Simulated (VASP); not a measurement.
# Ca (Fm-3m) in VASP: a series of runs, part 2 of 2

VASP 6.6.1.

## Step 3: Single point, r2SCAN50+D4 (cell strained at random at fixed volume)

POSCAR reads:

```
Ca
1.0
   -0.0390650000      2.8062550000      2.8102530000
    2.7255680000     -0.0087790000      2.7799670000
    2.7544070000      2.8048080000     -0.0376180000
Ca
1
Direct
    0.0006290000     -0.0131320000      0.0115240000
```

INCAR.step1 reads:

```
ALGO = Normal
EDIFF = 1E-5
ENCUT = 520
GGA = PE
ISIF = 2
ISMEAR = -1
LASPH = T
LREAL = F
LWAVE = T
MAXMIX = 40
NBANDS = 7
NELM = 100
PREC = Accurate
SIGMA = 0.02
```

INCAR.step2 reads:

```
AEXX = 0.5
ALGO = Normal
EDIFF = 1E-6
ENCUT = 520
HFRCUT = -1
ISIF = 2
ISMEAR = -1
ISTART = 1
IVDW = 13
LASPH = T
LCHARG = T
LELF = T
LHFCALC = T
LMIXTAU = T
LREAL = F
LVHAR = T
LWAVE = F
MAXMIX = 40
METAGGA = R2SCAN
NBANDS = 7
NELM = 100
PREC = Accurate
PRECFOCK = Fast
SIGMA = 0.02
VDW_A1 = 0.4574
VDW_A2 = 5.8969
VDW_S6 = 1.0
VDW_S8 = 1.0471
```

KPOINTS reads:

```
k-points
0
Gamma
  4 4 4
```

Potentials or basis: VASP PAW PBE potentials, release 54 (Ca_sv).

Run with:

```console
> cat potpaw_PBE.54/Ca_sv/POTCAR > POTCAR
> cp INCAR.step1 INCAR
> mpirun -np 1 vasp_std > vasp.out
> cp INCAR.step2 INCAR
> mpirun -np 1 vasp_std > vasp.out
```

OUTCAR:

```text
AEXX = 0.5
   EDIFF = 1E-6
   ENCUT = 520
   ISIF = 2
   ISMEAR = -1
   ISTART = 1
   IVDW = 13
   LASPH = T
   LHFCALC = T
   LREAL = F
   METAGGA = R2SCAN
   NELM = 100
   PREC = Accurate
   PRECFOCK = Fast

 ion  position               nearest neighbor table
   1  0.001  0.987  0.012-

  Warning from LATTYP: Got some problem with cell dimensions!
  Tried to take original basis but could not verify dimensions!
  LATTYP: Found a triclinic cell.
 ALAT       =     3.9716640245
 B/A-ratio  =     0.9934620709
 C/A-ratio  =     0.9898370397
 COS(alpha) =     0.0180228930
 COS(beta)  =     0.4904435686
 COS(gamma) =     0.5164203085

  Lattice vectors:

 A1 = (   0.0390650000,  -2.8062550000,  -2.8102530000)
 A2 = (   2.7646330000,  -2.8150340000,  -0.0302860000)
 A3 = (  -2.7544070000,  -2.8048080000,   0.0376180000)

Analysis of symmetry for initial positions (statically):
=====================================================================
 Subroutine PRICEL returns:
 Original cell was already a primitive cell.

 Routine SETGRP: Setting up the symmetry group for a
 triclinic supercell.

 Subroutine GETGRP returns: Found  2 space group operations
 (whereof  1 operations were pure point group operations)
 out of a pool of  2 trial point group operations.

The static configuration has the point symmetry C_1 .
 The point group associated with its full space group is S_2 .

Analysis of symmetry for dynamics (positions and initial velocities):
=====================================================================
 Subroutine PRICEL returns:
 Original cell was already a primitive cell.

 Routine SETGRP: Setting up the symmetry group for a
 triclinic supercell.

 Subroutine GETGRP returns: Found  2 space group operations
 (whereof  1 operations were pure point group operations)
 out of a pool of  2 trial point group operations.

The dynamic configuration has the point symmetry C_1 .
 The point group associated with its full space group is S_2 .

 Subroutine INISYM returns: Found  2 space group operations
 (whereof  1 operations are pure point group operations),
 and found     1 'primitive' translations

----------------------------------------------------------------------------------------

                                     Primitive cell

  volume of cell :      43.6317

  direct lattice vectors                    reciprocal lattice vectors
    -0.039065000  2.806255000  2.810253000    -0.178698886  0.177845093  0.175763693
     2.725568000 -0.008779000  2.779967000     0.183072820 -0.177373418  0.179665953
     2.754407000  2.804808000 -0.037618000     0.179364091  0.178038624 -0.175292018

  length of vectors
     3.971664024  3.893201063  3.931300161     0.307335395  0.311860292  0.307565473

  position of ions in fractional coordinates (direct lattice)
     0.000629000  0.986868000  0.011524000

  ion indices of the primitive-cell ions
   primitive index   ion index
                 1           1

----------------------------------------------------------------------------------------

 KPOINTS: k-points

Automatic generation of k-mesh.
 Grid dimensions read from file:
 generate k-points for:    4    4    4
[... 47 lines left out ...]
   number of dos      NEDOS =    301   number of ions     NIONS =      1
   total plane-waves  NPLWV =  27000
   dimension x,y,z NGX =    30 NGY =   30 NGZ =   30
   dimension x,y,z NGXF=    60 NGYF=   60 NGZF=   60
   ions per type =               1
   NGX,Y,Z   is equivalent  to a cutoff of  12.56, 12.81, 12.69 a.u.
   NGXF,Y,Z  is equivalent  to a cutoff of  25.11, 25.62, 25.37 a.u.
 SYSTEM =  unknown system
   PREC   = accura    normal or accurate (medium, high low for compatibility)
   ISTART =      1    job   : 0-new  1-cont  2-samecut
   ICHARG =      0    charge: 1-file 2-atom 10-const
   ISPIN  =      1    spin polarized calculation?
   LNONCOLLINEAR =      F non collinear calculations
   LSORBIT =      F    spin-orbit coupling
   LASPH  =      T    aspherical Exc in radial PAW
   ENCUT  =  520.0 eV  38.22 Ry    6.18 a.u.   7.38  7.24  7.31*2*pi/ulx,y,z
   NELM   =    100;   NELMIN=  2; NELMDL=  0     # of ELM steps
   EDIFF  = 0.1E-05   stopping-criterion for ELM
   LREAL  =      F    real-space projection
   EDIFFG = 0.1E-04   stopping-criterion for IOM
   NSW    =      0    number of steps for IOM
   IBRION =     -1    ionic relax: 0-MD 1-quasi-New 2-CG
   NFREE  =      0    steps in history (QN), initial steepest desc. (CG)
   ISIF   =      2    stress and relaxation
   ISYM   =      3    0-nonsym 1-usesym 2-fastsym
   POTIM  = 0.5000    time-step for ionic-motion
   TEBEG  =    0.0;   TEEND  =   0.0 temperature during run
   PSTRESS=    0.0 pullay stress
   NELECT =      10.0000    total number of electrons
   NUPDOWN=      -1.0000    fix difference up-down
   EMIN   =  10.00;   EMAX   =-10.00  energy-range for DOS
   EFERMI =   0.00;   METHOD = LEGACY
   ISMEAR =    -1;   SIGMA  =   0.02  broadening in eV -4-tet -1-fermi 0-gaus
   EFERMI_NEDOS =   21; number of points for ismear=-14 and -15
   IALGO  =     38    algorithm
   IMIX   =      1    mixing-type and parameters
     AMIX     =   0.40;   BMIX     =  1.00
     AMIX_MAG =   1.60;   BMIX_MAG =  1.00
  volume/ion in A,a.u.               =      43.63       294.44
  Fermi-wavevector in a.u.,A,eV,Ry     =   1.001861  1.893242 13.656504  1.003725
  Thomas-Fermi vector in A             =   2.134310
   LORBIT       =      0    0 simple, 1 ext, 2 COOP (PROOUT), +10 PAW based schemes
   METAGGA = R2SCAN    functional components
   LHFCALC =     T    Hartree Fock is set to
   PRECFOCK=fast      Normal, Fast or Accurate (Low or Medium for compatibility)
   ENCUT4O =  -1.0   cutoff for four orbital integrals eV
   NKREDX  =     1    reduce k-point grid by
   NKREDY  =     1    reduce k-point grid by
   NKREDZ  =     1    reduce k-point grid by
   AEXX    =    0.5000 exact exchange contribution
   HFSCREEN=    0.0000 screening length (either q_TF or 0.3 A-1)
   HFSCREENC=   0.0000 screening length for correlation (either q_TF or 0.3 A-1)
   ENCUTFOCK=  -1.0 apply spherical cutoff to Coloumb kernel
   IVDW    =    13    specifies the selected vdW correction
   LEPSILON=     F    determine dielectric tensor
   LRPA    =     F    only Hartree local field effects (RPA)
 non-spin polarized calculation
  energy-cutoff  :      520.00
  volume of cell :       43.63
 maximum number of plane-waves:      1207
 NGX is ok and might be reduce to    30
  NGX = 16; NGY = 16; NGZ = 16

 number of electron      10.0000000 magnetization

 Free energy of the ion-electron system (eV)
  ---------------------------------------------------
  ext. energy  EPLUGINS =         0.00000000
  ---------------------------------------------------
  free energy    TOTEN  =        -4.51160053 eV

  energy without entropy =       -4.51160053  energy(sigma->0) =       -4.51160053

 E-fermi :   2.3520     XC(G=0):  -4.5289

 val. band max:        1.9170226749   @ k =  -0.2500   0.2500   0.5000
 cond. band min:       3.1379287165   @ k =   0.5000   0.5000   0.0000
 fundamental gap:      1.2209060415
 Fermi energy:         2.3519715227

 k-point     1 :       0.0000    0.0000    0.0000
  band No.  band energies     occupation
      1     -48.7772      2.00000
      2     -26.4176      2.00000
      3     -26.4138      2.00000
      4     -26.4118      2.00000
      5      -4.7183      2.00000
      6       6.7329      0.00000
      7       6.7965      0.00000
[... 221 lines left out ...]
 k-point    24 :       0.2500   -0.2500    0.2500
  band No.  band energies     occupation
      1     -48.7629      2.00000
      2     -26.5254      2.00000
      3     -26.4688      2.00000
      4     -26.4445      2.00000
      5       0.0785      2.00000
      6       3.6396      0.00000
      7       5.1388      0.00000

 [... further k-points ...]

------------------------ aborting loop because EDIFF is reached ----------------------------------------

  DFT-D4 for vdW energy calculation

  Edisp (eV):   -0.08210

  FORCE on cell =-STRESS in cart. coord.  units (eV):
  Direction    XX          YY          ZZ          XY          YZ          ZX
  --------------------------------------------------------------------------------------
  -------------------------------------------------------------------------------------
  Total      -0.04546    -0.16374    -0.09962     0.03160     0.01844     0.19682
  in kB      -1.66935    -6.01270    -3.65806     1.16052     0.67720     7.22727
  external pressure =       -3.78 kB  Pullay stress =        0.00 kB

 VOLUME and BASIS-vectors are now :
 -----------------------------------------------------------------------------
  energy-cutoff  :      520.00
  volume of cell :       43.63
      direct lattice vectors                 reciprocal lattice vectors
    -0.039065000  2.806255000  2.810253000    -0.178698886  0.177845093  0.175763693
     2.725568000 -0.008779000  2.779967000     0.183072820 -0.177373418  0.179665953
     2.754407000  2.804808000 -0.037618000     0.179364091  0.178038624 -0.175292018

 POSITION                                       TOTAL-FORCE (eV/Angst)
 -----------------------------------------------------------------------------------
      2.72149      0.02542      2.74479        -0.000000      0.000000      0.000000
 -----------------------------------------------------------------------------------
    total drift:                                0.000004     -0.000001     -0.000003

  FREE ENERGIE OF THE ION-ELECTRON SYSTEM (eV)
  ---------------------------------------------------
  free  energy   TOTEN  =        -4.5937017809 eV

  energy  without entropy=       -4.5937017809  energy(sigma->0) =       -4.59370178
```

Run time: 2 min. Hardware: 1 thread of Intel Xeon Platinum 8488C (Sapphire Rapids), shared host; peak memory 0.18 GiB.

Results:

```
Free energy                : -4.5937 eV
Pressure                   : -0.4 GPa
Band gap on the k mesh     : none (metal or under the smearing width)
Dispersion energy per atom : -0.082 eV
```

Stress tensor (GPa, compression positive):
```
-0.17  0.12  0.72
 0.12 -0.60  0.07
 0.72  0.07 -0.37
```

Levels at points of the mesh, in eV from the Fermi level:
| k point | band 1 | band 2 | band 3 | band 4 | band 5 | band 6 | band 7 |
| --- | --- | --- | --- | --- | --- | --- | --- |
| (0.00, 0.00, 0.00) | -51.13 | -28.77 | -28.77 | -28.76 | -7.07 | 4.38 | 4.44 |
| (0.50, 0.00, 0.00) | -51.12 | -28.91 | -28.79 | -28.78 | -2.15 | -1.89 | 4.15 |
| (0.00, 0.50, 0.00) | -51.12 | -28.92 | -28.79 | -28.78 | -2.05 | -1.79 | 4.16 |
| (0.50, 0.50, 0.00) | -51.11 | -28.90 | -28.81 | -28.81 | -1.29 | 0.79 | 2.17 |
| (0.00, 0.00, 0.50) | -51.12 | -28.91 | -28.79 | -28.78 | -2.14 | -1.88 | 4.16 |
| (0.50, 0.00, 0.50) | -51.11 | -28.90 | -28.82 | -28.81 | -1.41 | 0.82 | 2.17 |
| (0.00, 0.50, 0.50) | -51.11 | -28.90 | -28.82 | -28.82 | -1.32 | 1.03 | 2.11 |
| (0.50, 0.50, 0.50) | -51.12 | -28.92 | -28.79 | -28.78 | -2.02 | -1.76 | 4.16 |

Caveat: the k mesh is coarse (spacing up to 0.49 Å⁻¹), so the values aren't converged, least of all with exact exchange; the PAW data sets were made with another functional, which shifts forces and pressure a little; pairwise dispersion overbinds metals, which lowers pressure and volume.

## Step 4: Single point, PBE

This run uses another cell than the first one, of the same volume but with other edges.

INCAR reads:

```
PREC = Accurate
ENCUT = 520
EDIFF = 1E-6
ISMEAR = 0
SIGMA = 0.1
LREAL = F
LASPH = T
NELM = 80
ALGO = Fast
ISIF = 2
LWAVE = F
LCHARG = T
GGA = PE
LELF = T
LVHAR = T
NBANDS = 11
```

KPOINTS reads:

```
regular mesh
0
Gamma
  8 8 8
```

POSCAR reads:

```
Ca
3.9516
    0.000000000000      0.707105982387      0.707105982387
    0.707105982387      0.000000000000      0.707105982387
    0.707105982387      0.707105982387      0.000000000000
Ca
1
Direct
    0.0000000000      0.0000000000      0.0000000000
```

Potentials or basis: VASP PAW PBE potentials, release 64 (Ca_sv).

Run with:

```console
> cat potpaw_PBE.64/Ca_sv/POTCAR > POTCAR
> mpirun -np 1 vasp_std > vasp.out
```

Wall time 14 s (1 thread of Intel Xeon Platinum 8488C (Sapphire Rapids), shared host); peak memory 0.16 GiB.

The run converged. Its results:

```
Free energy            : -1.9303 eV
Pressure               : -0.6 GPa
Band gap on the k mesh : none (metal or under the smearing width)
```

Levels at points of the mesh, in eV from the Fermi level:
| k point | band 3 | band 4 | band 5 | band 6 | band 7 | band 8 |
| --- | --- | --- | --- | --- | --- | --- |
| (0.00, 0.00, 0.00) | -22.96 | -22.96 | -3.92 | 2.34 | 2.34 | 2.34 |
| (0.50, 0.00, 0.00) | -22.98 | -22.98 | -0.93 | -0.14 | 2.23 | 2.23 |
| (0.50, 0.50, 0.00) | -23.01 | -23.01 | -0.38 | 0.64 | 0.95 | 4.02 |

## Step 5: Single point, PBE

This run uses another cell than the first one, of the same volume but with other edges.

run.py reads:

```python
from ase.calculators.vasp import Vasp
from ase.dft.bandgap import bandgap
from ase.io import read

atoms = read('POSCAR')
calc = Vasp(
    directory='calc',
    xc='pbe',
    pp='PBE',
    setups='recommended',
    prec='Accurate',
    encut=520,
    ediff=1e-06,
    ismear=0,
    sigma=0.1,
    lreal=False,
    lasph=True,
    nelm=60,
    algo='Normal',
    isif=2,
    lwave=False,
    lcharg=False,
    kpts=[8, 8, 8],
    gamma=True,
    nbands=11,
)
atoms.calc = calc

print('energy (eV):', atoms.get_potential_energy())
print('free energy (eV):', atoms.get_potential_energy(force_consistent=True))
print('forces (eV/A):')
print(atoms.get_forces())
print('stress (eV/A^3, Voigt):', atoms.get_stress())
print('Fermi level (eV):', calc.get_fermi_level())
gap, top, bottom = bandgap(calc)
print('band gap (eV):', gap, 'from (spin, k, band)', top, 'to', bottom)
```

POSCAR reads:

```
Ca
1.0
    0.0000000000      2.7942000000      2.7942000000
    2.7942000000      0.0000000000      2.7942000000
    2.7942000000      2.7942000000      0.0000000000
Ca
1
Direct
    0.0000000000      0.0000000000      0.0000000000
```

Run with:

```console
> python run.py
```

It took 14 s on 1 thread of Intel Xeon Platinum 8488C (Sapphire Rapids), shared host; peak memory 0.16 GiB.

It converged, with:

```yaml
Free_energy: -1.9303 eV
Pressure: -0.6 GPa
Band_gap_on_the_k_mesh: none (metal or under the smearing width)
```

Levels at points of the mesh, in eV from the Fermi level:
| k point | band 2 | band 3 | band 4 | band 5 | band 6 | band 7 | band 8 | band 9 |
| --- | --- | --- | --- | --- | --- | --- | --- | --- |
| (0.00, 0.00, 0.00) | -22.96 | -22.96 | -22.96 | -3.92 | 2.34 | 2.34 | 2.34 | 3.37 |
| (0.50, 0.00, 0.00) | -23.09 | -22.98 | -22.98 | -0.93 | -0.14 | 2.23 | 2.23 | 4.03 |
| (0.50, 0.50, 0.00) | -23.08 | -23.01 | -23.01 | -0.38 | 0.64 | 0.95 | 4.02 | 4.20 |

## Step 6: Relaxation of the atoms, B3LYP (cell strained at random at fixed volume)

POSCAR reads:

```
Ca
3.9597
    0.013228527414      0.692342601712      0.721455413289
    0.724024799859      0.000505593858      0.734178599389
    0.706824001818      0.687864484683      0.017706391898
Ca
1
Direct
    0.0000000000      0.0000000000      0.0000000000
```

INCAR.step1 reads:

```
SYSTEM = Ca
PREC = High
ENCUT = 550
EDIFF = 1E-5
ISMEAR = 1
SIGMA = 0.2
LREAL = .FALSE.
LASPH = .TRUE.
NELM = 60
ALGO = Normal
LWAVE = .TRUE.
LCHARG = .FALSE.
POTIM = 0.2
MAXMIX = 10
GGA = PE
```

INCAR.step2 reads:

```
SYSTEM = Ca
PREC = High
ENCUT = 550
EDIFF = 1E-6
ISMEAR = 1
SIGMA = 0.2
LREAL = .FALSE.
LASPH = .TRUE.
NELM = 60
ALGO = Normal
ISIF = 2
LWAVE = .FALSE.
LCHARG = .FALSE.
GGA = B3
LHFCALC = .TRUE.
AEXX = 0.2
AGGAX = 0.72
AGGAC = 0.81
ALDAC = 0.19
PRECFOCK = Normal
HFRCUT = -1
IBRION = 2
NSW = 40
EDIFFG = -0.005
POTIM = 0.2
MAXMIX = 10
ISTART = 1
```

KPOINTS reads:

```
regular mesh
0
G
  4 4 4
  0 0 0
```

Potentials or basis: VASP PAW PBE potentials, release 64 (Ca_sv_GW).

Run with:

```console
> cat potpaw_PBE.64/Ca_sv_GW/POTCAR > POTCAR
> cp INCAR.step1 INCAR
> mpirun -np 1 vasp_std > vasp.out
> cp INCAR.step2 INCAR
> mpirun -np 1 vasp_std > vasp.out
```

It took 8.1 min on 1 thread of AMD EPYC 9R45 (Zen 5), shared host; peak memory 0.12 GiB.

The run converged. Its results:

* Free energy: -7.4466 eV
* Pressure after relaxing: -0.5 GPa
* Band gap on the k mesh: none (metal or under the smearing width)

Stress tensor (GPa, compression positive):
```
-0.52  0.15 -1.00
 0.15 -0.17 -0.18
-1.00 -0.18 -0.67
```

Final structure:
```cif
data_structure
_symmetry_space_group_name_H-M 'P 1'
_symmetry_Int_Tables_number 1
_cell_length_a 3.9597
_cell_length_b 4.0830
_cell_length_c 3.9060
_cell_angle_alpha 58.919
_cell_angle_beta 59.655
_cell_angle_gamma 58.445
_cell_volume 43.63
loop_
_atom_site_label
_atom_site_type_symbol
_atom_site_fract_x
_atom_site_fract_y
_atom_site_fract_z
_atom_site_occupancy
Ca1 Ca 0.00000 0.00000 0.00000 1
```

Levels at points of the mesh, in eV from the Fermi level:
```tsv
k point	band 2	band 3	band 4	band 5	band 6	band 7	band 8	band 9
(0.00, 0.00, 0.00)	-25.70	-25.69	-25.69	-5.38	2.50	2.74	2.81	3.68
(0.50, 0.00, 0.00)	-25.83	-25.72	-25.71	-1.60	-0.94	2.29	2.74	4.49
(0.00, 0.50, 0.00)	-25.82	-25.72	-25.70	-1.74	-1.07	2.51	2.64	4.35
(0.50, 0.50, 0.00)	-25.82	-25.73	-25.73	-1.13	0.57	0.93	4.44	4.67
(0.00, 0.00, 0.50)	-25.83	-25.72	-25.71	-1.55	-0.88	2.30	2.69	4.51
(0.50, 0.00, 0.50)	-25.81	-25.75	-25.74	-1.05	0.82	1.01	4.47	4.67
(0.00, 0.50, 0.50)	-25.82	-25.74	-25.74	-1.14	0.73	0.89	4.41	4.65
(0.50, 0.50, 0.50)	-25.82	-25.72	-25.70	-1.74	-1.07	2.56	2.59	4.35
```

Caveat: the k mesh is coarse (spacing up to 0.50 Å⁻¹), so the values aren't converged, least of all with exact exchange; the relaxation stopped at its first step, so nothing moved; the PAW data sets were made with another functional, which shifts forces and pressure a little.

## Step 7: Overview

```tsv
task	level	potentials or basis	cell	k mesh	cutoff (eV)	smearing	grid for exact exchange (PRECFOCK)	exchange at q = 0	other keys	mesh quality	gap on the mesh (eV)	pressure (GPa)
electron localisation function	AM05+D4	VASP PAW PBE potentials, release 64 (Ca_sv_GW)	cell strained at random at fixed volume	8 × 8 × 8	550	gaussian 0.1 eV	-	-	ISMEAR = 0; SIGMA = 0.1; AMIX = 0.05	not flagged	none	-1.3
single point	r2SCAN50+D4	VASP PAW PBE potentials, release 54 (Ca_sv)	cell strained at random at fixed volume	4 × 4 × 4	520	fermi-dirac 0.02 eV	Fast	truncated	MAXMIX = 40; NBANDS = 7	coarse	none	-0.4
single point	PBE	VASP PAW PBE potentials, release 64 (Ca_sv)	as given	8 × 8 × 8	520	gaussian 0.1 eV	-	-	-	not flagged	none	-0.6
relaxation of the atoms	B3LYP	VASP PAW PBE potentials, release 64 (Ca_sv_GW)	atoms relaxed from: cell strained at random at fixed volume	4 × 4 × 4	550	methfessel-paxton 0.2 eV	Normal	truncated	PREC = High; IBRION = 2; POTIM = 0.2; MAXMIX = 10	coarse	none	-0.5
```

Alike in all rows: no spin polarisation.

Caveats: some runs use coarse meshes; the PAW data sets were made with another functional, which shifts forces and pressure a little (some runs); pairwise dispersion overbinds metals, which lowers pressure and volume (some runs); the relaxation stopped at its first step, so nothing moved (some runs).

Total energies depend on the potentials used, so only differences within one code and one set of settings carry meaning.
